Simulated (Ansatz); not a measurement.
## Bands, cutoff and cost in G0W0 for Al2O3 (Corundum)

Aim: see how the G0W0 gap of Al2O3 (Corundum) on PBE moves with empty bands and screening cutoff, and what each rung costs.

Main program and level: Ansatz 0.2.0; G0W0 on PBE, plane waves, PAW.

**1. Set-up**

The structure is trigonal, space group R-3c (No. 167). Conventional cell: a = 4.760 Å, b = 4.760 Å, c = 12.996 Å, α = 90.00°, β = 90.00°, γ = 120.00°. Nearest to Al lie 6 O at 1.85 to 1.97 Å. Nearest to O lie 4 Al at 1.85 to 1.97 Å. Farther neighbours and most contacts between anions are not listed.

The cell and positions come from the Crystallography Open Database and are kept as given unless a step says otherwise. The default PAW set here is soft_2. Its files were made with PBE.

**2. 76 empty bands, screening to 54 eV**

G0W0 replaces the xc potential by the self-energy, built once from these orbitals. Only a window of levels is corrected, while the sums run over the empty bands that the input names.

Input file input.yaml:

```yaml
crystal:
  lattice:
    - [2.38025, 1.3742379782, 4.3318666667]
    - [-2.38025, 1.3742379782, 4.3318666667]
    - [0.0, -2.7484759565, 4.3318666667]
  atoms:
    - { symbol: Al, position: [0.35216, 0.35216, 0.35216] }
    - { symbol: Al, position: [0.14784, 0.14784, 0.14784] }
    - { symbol: Al, position: [0.64784, 0.64784, 0.64784] }
    - { symbol: Al, position: [0.85216, 0.85216, 0.85216] }
    - { symbol: O, position: [0.55668, 0.94332, 0.25] }
    - { symbol: O, position: [0.25, 0.55668, 0.94332] }
    - { symbol: O, position: [0.94332, 0.25, 0.55668] }
    - { symbol: O, position: [0.44332, 0.05668, 0.75] }
    - { symbol: O, position: [0.75, 0.44332, 0.05668] }
    - { symbol: O, position: [0.05668, 0.75, 0.44332] }
kpoints:
  mp_grid: { grid: [4, 4, 4] }
hamiltonian:
  xc: pbe
scf:
  occupations: { method: fixed }
gw:
  n_empty_bands: 76
  ecut_chi: 54
  qp_bands: [v3, c3]
  qp_kpoints: band_edges
  screening: { model: contour_deformation }
```

Started as:

```console
> ansatz run input.yaml --threads 3 --pin off --max-ram 92160MiB --backend cuda --events-out ev --progress --plain --runs-dir out --devices 1 --max-vram 13GiB  # rebuilt from the run's record
```

Numbers of over 12 decimals in the logs are rounded to 6 here.

What it wrote:

```text
GPUs: using 1 of 1 available (devices: 1).
Engine: ansatz 0.2.0, x86_64-unknown-linux-gnu
Pseudopotentials: kind: paw
Pseudopotential: Al, paw, valence charge 3, recommended cutoff 420 eV (normal), Al.paw.azcp
Pseudopotential: O, paw, valence charge 6, recommended cutoff 420 eV (normal), O.paw.azcp
Functional definition: PBE
  parameter kappa = 0.804
  parameter beta = 0.066725
  exchange = pbe_x(kappa = kappa, mu = beta*pi^2/3)
  correlation = pbe_c(beta = beta)
device memory: the entry about to start is reckoned to put 1.7 GiB on a device that reports 54.2 GiB free (of which the cap on the GPU budget leaves the run 13.0 GiB)
GPU FFT provider: cuFFT
GPU libraries: cuBLAS 13.8.2, cuFFT 12.4.0, cuSOLVER 12.3.4
Crystal: 10 atoms, lattice volume = 85.018 Å³
Basis set: ecut = 420 eV, 1653 PW (Γ)
Bands: 34, of which v1, the nominal top of the filled ones, is band 24 counted from 1 (23 counted from 0)
Symmetry: 12 space group operations
Space group: R-3c (ITA 167), of the structure as read, at distance tolerance 4.4e-5 Å
k-points: 13 of 64
Non-local potential: Al, projectors of the file, l = 0: 2, l = 1: 2, l = 2: 1
Non-local potential: O, projectors of the file, l = 0: 2, l = 1: 2, l = 2: 1
PAW form: soft (Blöchl's): semilocal exchange-correlation on the pseudo side does not see the compensation charge
PAW one-centre angular grid: Al, 110 points (default); XC on 64 Gauss nodes
PAW one-centre angular grid: O, 110 points (default); XC on 64 Gauss nodes
Initial density: superposition of atomic densities (neutral atoms: chi_scale 0, normalization atom), corrected by the library's trained network
Initial wavefunctions: pseudopotential atomic-orbital guess
GPU buffer pool allocated for 46656 grid points (all kernels)
GPU transforms: local potential and band sums: pruned to the plane-wave sphere, on 36×36×36
Functional: x = pbe(κ = 0.804, μ = 0.219515), c = pbe(β = 0.066725)
SCF iter   1: F=—  HF=-5569.548618 eV  |F-HF|=—  |Δ(HF+E_count)|=         —  Δρ=1.69e-3  dr2=1.16e-3  ethr=1.77e-3  ⟨swp⟩=5.3  Hψ=1777  notcnv=0  defer=87
preconditioner: auto → Resta (q_TF=auto, 2.480 Å⁻¹)  ε∞=3.5  [insulator: Δε(μ)=6.209 eV  Ē_g=17.621 eV  n_scr=20 (ndim 8)  ℏωp=27.9 eV  f_vac=0.000  ε∞_Penn≈3.5]
SCF iter   2: F=—  HF=-5569.550190 eV  |F-HF|=—  |Δ(HF+E_count)|=   1.57e-3  Δρ=8.67e-4  dr2=2.49e-4  ethr=2.42e-6  ⟨swp⟩=2.1  Hψ=885  notcnv=0  defer=104
SCF iter   3: F=—  HF=-5569.550790 eV  |F-HF|=—  |Δ(HF+E_count)|=   6.00e-4  Δρ=2.46e-4  dr2=2.78e-5  ethr=5.20e-7  ⟨swp⟩=2.0  Hψ=656  notcnv=0  defer=104
SCF iter   4: F=—  HF=-5569.550832 eV  |F-HF|=—  |Δ(HF+E_count)|=   4.24e-5  Δρ=4.77e-5  dr2=1.01e-6  ethr=5.79e-8  ⟨swp⟩=2.0  Hψ=628  notcnv=0  defer=88
iter 5 did not close the SCF: its close was put off for the readings that it lacked (scf_convergence_deferred on its scf_iter line)
SCF iter   5: F=-5569.550833 eV  HF=-5569.550833 eV  |F-HF|=1.08e-8  |Δ(HF+E_count)|=   1.09e-6  Δρ=9.38e-6  dr2=3.27e-8  ethr=2.10e-9  ⟨swp⟩=2.0  Hψ=704  notcnv=0  defer=90
SCF iter   6: F=-5569.550833 eV  HF=-5569.550833 eV  |F-HF|=1.32e-9  |Δ(HF+E_count)|=   2.51e-9  Δρ=2.09e-6  dr2=2.10e-9  ethr=6.81e-11  ⟨swp⟩=10.0  Hψ=2376  notcnv=0
SCF 1 converged in 6 iterations: F = -5569.550833 eV  dr2 = 2.10e-9
  greatest PAW one-centre occupation: 0.859 electrons in one spin orbital (limit 2), on the O atom at site 9 (counted from 0), in its partial waves of l = 0
device memory: the entry about to start is reckoned to put 2.3 GiB on a device that reports 54.7 GiB free (of which the cap on the GPU budget leaves the run 13.0 GiB)
NSCF: frozen V_eff on 13 k-points
the band table was solved once the SCF had ended and its energy, with any forces and stress, was formed, with the checks that follow a solve (1789 applications of the Hamiltonian). They found nothing against the state; the energy, forces and stress were not computed again (output.eigenvalues in the input reference)
device memory: the entry about to start is reckoned to put 3.4 GiB on a device that reports 54.4 GiB free (of which the cap on the GPU budget leaves the run 13.0 GiB)
NSCF: frozen V_eff on 13 k-points
G₀W₀ screening: q 1/13
[... further progress lines ...]
device memory: the entry about to start is reckoned to put 0.5 GiB on a device that reports 60.0 GiB free (of which the cap on the GPU budget leaves the run 13.0 GiB)
NSCF: frozen V_eff on 1 k-points
device memory: the entry about to start is reckoned to put 0.5 GiB on a device that reports 59.8 GiB free (of which the cap on the GPU budget leaves the run 13.0 GiB)
NSCF: frozen V_eff on 1 k-points
device memory: the entry about to start is reckoned to put 0.5 GiB on a device that reports 59.8 GiB free (of which the cap on the GPU budget leaves the run 13.0 GiB)
NSCF: frozen V_eff on 1 k-points
SCF converged after 6 iterations
Free energy (F): -5569.550833 eV
Harris-Foulkes:  -5569.550833 eV  (|F-HF|=1.32e-9)
Internal energy: -5569.550833 eV  (E = F + TS)
E sigma→0 (E₀):  -5569.550833 eV
Fermi energy:    7.750965 eV
--- Per-component energies (eV) ---
  E_band       = 66.968517
  E_kinetic    = 1184.755987
  E_local      = -1979.100557  (includes V_loc(G=0)·N_el)
  E_nonlocal   = 324.570045
  E_hartree    = 734.071986
  E_xc         = -613.960366
  E_vxc        = -697.572498  (∫ρ·V_xc dr)
  E_paw        = -2822.172533  (= ΣΔE_a)
  E_vpaw       = -233.842790  (= ΣTr[D̂ρ^β])
  E_aug_tail   = 0.015174  (compensation charges beyond the density's cutoff)
  E_ewald      = -2397.730569
  E_smearing   = -0.000000  (= −TS)
  E_closure    = 0.000000  (closes the sum)
  Σ components = -5569.550833   (vs F -5569.550833, Δ=0.00e0)
--- Band table (eV; the first three rows and the last of 13) ---
  k-point 0: bands = [... 20 lower, 7.2534, 7.7066, 7.7066, 7.7510, 13.9678, 16.9106, 18.5127, 19.2898, ... 6 higher]
  k-point 1: bands = [... 20 lower, 6.9864, 7.3014, 7.5967, 7.6382, 15.2220, 17.8162, 17.9062, 18.5498, ... 6 higher]
  k-point 2: bands = [... 20 lower, 6.8416, 6.8416, 7.4771, 7.4771, 17.2217, 17.2217, 17.4052, 17.4052, ... 6 higher]
  k-point 12: bands = [... 20 lower, 7.3684, 7.3684, 7.3684, 7.3684, 16.4293, 16.4293, 18.8590, 18.8590, ... 6 higher]
--- G₀W₀: contour deformation, 5 samples at zero and on the imaginary axis and 2 off it, 64 q-points, 76 empty bands' worth ---
  eigenvalues of the whole cell's RPA ε∞ on this k-mesh (on a slab, of 1 + 4πα/V) = 3.1052, 3.1346, 3.1346; static W/v taken at q = 0 is 0.319964
  bands read: the sum over 100 bands ends inside a degenerate multiplet in 2 slots, whose members it reads at an even weight; the widest, k=0: bands 100 to 101 (counted from 1) at 1/2 each
  gw.qp_kpoints: band_edges: 11 of 13 stored k-points solved, in 1 pass; an edge of the gap read off the rows below is read off those points alone
    valence top: of the k-points left out ik 10 came nearest to being solved in a further pass, in band 24 (counted from 1, as in the quasiparticle table): it holds the edge there only if its correction is more favourable than any solved in that band by at least 0.513 eV; those differ by 0.159 eV
    conduction bottom: of the k-points left out ik 10 came nearest to being solved in a further pass, in band 25 (counted from 1, as in the quasiparticle table): it holds the edge there only if its correction is more favourable than any solved in that band by at least 2.830 eV; those differ by 0.399 eV
    ik  band        ε_KS         Σx   Σc(E_QP)       V_xc       Z   E_QP_lin       E_QP  E_QP is
     0    22      7.7066   -26.9900     4.6987   -21.3928  0.8179     6.8026     6.8081  root
     0    23      7.7066   -26.9900     4.6987   -21.3928  0.8179     6.8026     6.8081  root
     0    24      7.7510   -26.9138     4.6596   -21.3873  0.8184     6.8790     6.8841  root
     0    25     13.9678   -11.3835    -3.7441   -16.6328  0.8588    15.4839    15.4731  root
     0    26     16.9106    -7.9116    -4.0188   -13.5347  0.8604    18.5288    18.5149  root
     0    27     18.5127   -10.0280    -4.1422   -16.4078  0.8515    20.7809    20.7502  root
     1    22      7.3014   -26.5359     4.7959   -20.7076  0.8146     6.2612     6.2689  root
     1    23      7.5967   -26.8143     4.7392   -21.1261  0.8167     6.6414     6.6477  root
     1    24      7.6382   -26.8054     4.7220   -21.1611  0.8170     6.7101     6.7160  root
     1    25     15.2220   -11.9853    -3.7039   -17.4196  0.8525    16.9679    16.9525  root
     1    26     17.8162    -9.4428    -4.0632   -15.5046  0.8548    19.8379    19.8148  root
     1    27     17.9062    -8.6801    -4.0538   -14.5585  0.8539    19.7505    19.7309  root
     2    22      6.8416   -26.1453     4.8705   -20.1231  0.8122     5.6797     5.6899  root
     2    23      7.4771   -26.6211     4.7865   -20.8352  0.8153     6.4705     6.4777  root
     2    24      7.4771   -26.6211     4.7865   -20.8352  0.8153     6.4705     6.4777  root
     2    25     17.2217   -10.6074    -3.9792   -16.4907  0.8480    19.1476    19.1258  root
     2    26     17.2217   -10.6074    -3.9792   -16.4907  0.8480    19.1476    19.1258  root
     2    27     17.4052    -9.2525    -4.0491   -15.1779  0.8561    19.3015    19.2816  root
     3    22      7.1554   -26.3637     4.8574   -20.4132  0.8130     6.0534     6.0624  root
     3    23      7.4871   -26.6781     4.7092   -21.0193  0.8169     6.5312     6.5375  root
     3    24      7.5835   -26.8318     4.7384   -21.1425  0.8167     6.6263     6.6326  root
     3    25     15.4852   -11.9691    -3.7241   -17.4618  0.8515    17.2702    17.2537  root
     3    26     17.8853    -9.5193    -4.0671   -15.6005  0.8545    19.9229    19.8994  root
     3    27     17.9292    -8.6835    -4.0480   -14.5400  0.8530    19.7573    19.7378  root
[...]
9    26     17.2598   -11.6040    -4.0232   -17.6914  0.8461    19.3500    19.3240  root
     9    27     17.5566    -7.6726    -3.9684   -13.3048  0.8572    19.2362    19.2204  root
    12    22      7.3684   -26.7487     4.7744   -20.9898  0.8159     6.3769     6.3838  root
    12    23      7.3684   -26.7487     4.7744   -20.9898  0.8159     6.3769     6.3838  root
    12    24      7.3684   -26.7487     4.7744   -20.9898  0.8159     6.3769     6.3838  root
    12    25     16.4293   -10.5419    -3.9228   -16.2397  0.8516    18.2221    18.2043  root
    12    26     16.4293   -10.5419    -3.9228   -16.2397  0.8516    18.2221    18.2043  root
    12    27     18.8590    -7.1141    -4.1492   -13.0268  0.8591    20.6410    20.6225  root
```

The job ended after 9.7 s (1 × NVIDIA H100 80GB HBM3 (shared by 6 runs) with 3 threads of AMD EPYC 7R13 (Zen 3), shared host; peak memory 1.1 GiB).

This step gave:

```yaml
bands_summed: 100
rpa_eps_infinity_on_this_mesh_eigenvalues: 3.105, 3.135, 3.135
plane_waves_in_the_screening_matrix: 71
q_points_in_the_mesh: 64
g0w0_gap_on_the_mesh: 8.589 eV
k_of_the_valence_top: 0, 0, 0
k_of_the_conduction_bottom: 0, 0, 0
starting_gap_on_the_mesh: 6.217 eV
z_at_the_valence_top: 0.8184
z_at_the_conduction_bottom: 0.8588
least_direct_g0w0_gap_on_the_computed_points: 8.589 eV
```

The gap on the mesh goes from 6.22 eV to 8.59 eV, a correction of +2.37 eV. Between the two edge states, bare exchange in place of the xc potential would open the gap by 10.78 eV, and correlation takes back 8.40 eV.

**3. 216 empty bands, screening to 108 eV**

Bands and screening cutoff are moved together, since each hides the error of the other.

input.yaml: that of step 2 with these lines changed.

```diff
@@ -23,4 +23,4 @@
 gw:
-  n_empty_bands: 76
-  ecut_chi: 54
+  n_empty_bands: 216
+  ecut_chi: 108
   qp_bands: [v3, c3]
```

What it wrote:

```text
GPUs: using 1 of 1 available (devices: 1).
[...]
GPU FFT provider: cuFFT
GPU libraries: cuBLAS 13.8.2, cuFFT 12.4.0, cuSOLVER 12.3.4
Crystal: 10 atoms, lattice volume = 85.018 Å³
Basis set: ecut = 420 eV, 1653 PW (Γ)
Bands: 34, of which v1, the nominal top of the filled ones, is band 24 counted from 1 (23 counted from 0)
Symmetry: 12 space group operations
[...]
k-points: 13 of 64
[...]
GPU buffer pool allocated for 46656 grid points (all kernels)
[...]
SCF iter   1: F=—  HF=-5569.548618 eV  |F-HF|=—  |Δ(HF+E_count)|=         —  Δρ=1.69e-3  dr2=1.16e-3  ethr=1.77e-3  ⟨swp⟩=5.3  Hψ=1777  notcnv=0  defer=87
[...]
SCF iter   6: F=-5569.550833 eV  HF=-5569.550833 eV  |F-HF|=1.32e-9  |Δ(HF+E_count)|=   2.51e-9  Δρ=2.09e-6  dr2=2.10e-9  ethr=6.81e-11  ⟨swp⟩=10.0  Hψ=2376  notcnv=0
SCF 1 converged in 6 iterations: F = -5569.550833 eV  dr2 = 2.10e-9
[...]
NSCF: frozen V_eff on 13 k-points
[...]
G₀W₀ screening: q 1/13
[... further progress lines ...]
[...]
SCF converged after 6 iterations
Free energy (F): -5569.550833 eV
[...]
Internal energy: -5569.550833 eV  (E = F + TS)
E sigma→0 (E₀):  -5569.550833 eV
Fermi energy:    7.750965 eV
[...]
--- Band table (eV; the first three rows and the last of 13) ---
  k-point 0: bands = [... 20 lower, 7.2534, 7.7066, 7.7066, 7.7510, 13.9678, 16.9106, 18.5127, 19.2898, ... 6 higher]
  k-point 1: bands = [... 20 lower, 6.9864, 7.3014, 7.5967, 7.6382, 15.2220, 17.8162, 17.9062, 18.5498, ... 6 higher]
  k-point 2: bands = [... 20 lower, 6.8416, 6.8416, 7.4771, 7.4771, 17.2217, 17.2217, 17.4052, 17.4052, ... 6 higher]
  k-point 12: bands = [... 20 lower, 7.3684, 7.3684, 7.3684, 7.3684, 16.4293, 16.4293, 18.8590, 18.8590, ... 6 higher]
[...]
0    22      7.7066   -26.9900     4.3999   -21.3928  0.8096     6.4999     6.5094  root
     0    23      7.7066   -26.9900     4.3999   -21.3928  0.8096     6.4999     6.5094  root
     0    24      7.7510   -26.9138     4.3456   -21.3873  0.8104     6.5609     6.5701  root
     0    25     13.9678   -11.3835    -3.8834   -16.6328  0.8522    15.3421    15.3337  root
     0    26     16.9106    -7.9116    -4.3114   -13.5347  0.8561    18.2312    18.2223  root
     0    27     18.5127   -10.0280    -4.5130   -16.4078  0.8464    20.3998    20.3794  root
     1    22      7.3014   -26.5359     4.5205   -20.7076  0.8071     5.9814     5.9936  root
     1    23      7.5967   -26.8143     4.4487   -21.1261  0.8087     6.3468     6.3572  root
[...]
12    24      7.3684   -26.7487     4.4849   -20.9898  0.8081     6.0831     6.0943  root
    12    25     16.4293   -10.5419    -4.1751   -16.2397  0.8453    17.9644    17.9520  root
    12    26     16.4293   -10.5419    -4.1751   -16.2397  0.8453    17.9644    17.9520  root
    12    27     18.8590    -7.1141    -4.4979   -13.0268  0.8561    20.2852    20.2738  root
```

Run time: 14 s. Hardware: 1 × NVIDIA H100 80GB HBM3 (shared by 6 runs) with 3 threads; peak memory 1.2 GiB; 23 s of CPU time.

This step gave:

```yaml
bands_summed: 240
rpa_eps_infinity_on_this_mesh_eigenvalues: 3.078, 3.118, 3.118
plane_waves_in_the_screening_matrix: 211
q_points_in_the_mesh: 64
g0w0_gap_on_the_mesh: 8.764 eV
k_of_the_valence_top: 0, 0, 0
k_of_the_conduction_bottom: 0, 0, 0
starting_gap_on_the_mesh: 6.217 eV
z_at_the_valence_top: 0.8104
z_at_the_conduction_bottom: 0.8522
least_direct_g0w0_gap_on_the_computed_points: 8.764 eV
```

Against the run with 4×4×4 mesh, 76 empty bands, screening to 54 eV, the gap moves by +0.17 eV.

**4. 466 empty bands, screening to 180 eV**

input.yaml: that of step 3 with these lines changed.

```diff
@@ -23,4 +23,4 @@
 gw:
-  n_empty_bands: 216
-  ecut_chi: 108
+  n_empty_bands: 466
+  ecut_chi: 180.0
   qp_bands: [v3, c3]
```

What it wrote:

```text
GPUs: using 1 of 1 available (devices: 1).
[...]
GPU FFT provider: cuFFT
GPU libraries: cuBLAS 13.8.2, cuFFT 12.4.0, cuSOLVER 12.3.4
Crystal: 10 atoms, lattice volume = 85.018 Å³
Basis set: ecut = 420 eV, 1653 PW (Γ)
Bands: 34, of which v1, the nominal top of the filled ones, is band 24 counted from 1 (23 counted from 0)
Symmetry: 12 space group operations
[...]
k-points: 13 of 64
[...]
1    23      7.5967   -26.8143     4.1565   -21.1261  0.8050     6.0488     6.0650  root
[...]
12    24      7.3684   -26.7487     4.1953   -20.9898  0.8045     5.7876     5.8048  root
    12    25     16.4293   -10.5419    -4.3096   -16.2397  0.8433    17.8275    17.8175  root
    12    26     16.4293   -10.5419    -4.3096   -16.2397  0.8433    17.8275    17.8175  root
    12    27     18.8590    -7.1141    -4.6140   -13.0268  0.8560    20.1672    20.1578  root
[key lines of the parts left out:]
SCF converged after 6 iterations
Free energy (F): -5569.550833 eV
Fermi energy:    7.750965 eV
```

The job ended after 29 s (1 × NVIDIA H100 80GB HBM3 (shared by 6 runs) with 3 threads; peak memory 1.7 GiB; 50 s of CPU time).

Numbers from this step:

| Item | Value |
| --- | --- |
| bands summed | 490 |
| RPA ε∞ on this mesh (eigenvalues) | 3.058, 3.089, 3.089 |
| plane waves in the screening matrix | 465 |
| G0W0 gap on the mesh | 8.971 eV |
| k of the valence top | 0, 0, 0 |
| k of the conduction bottom | 0, 0, 0 |
| starting gap on the mesh | 6.217 eV |
| least direct G0W0 gap on the computed points | 8.971 eV |

Against the run with 4×4×4 mesh, 216 empty bands, screening to 108 eV, the gap moves by +0.21 eV.

[end of part 1 of 2]

[Paths, hosts, dates, memory and timing lines, banners, echoed tables and standing remarks are left out of the program output.]

[Logs are printed without paths, hosts, clocks, repeated set-up lines and the standing remarks that a program may print on its own settings, such as how far it seeks lower states.]

[Runs of the session that timed out or met a known fault of the program may be left out.]

[Cells called generated may have been cut or substituted from an entry of the Crystallography Open Database or the Materials Project.]

[Hosts, paths, dates, database ids (printed as entryN), source tags and the programs' standing remarks are cut or masked in the printed files.]
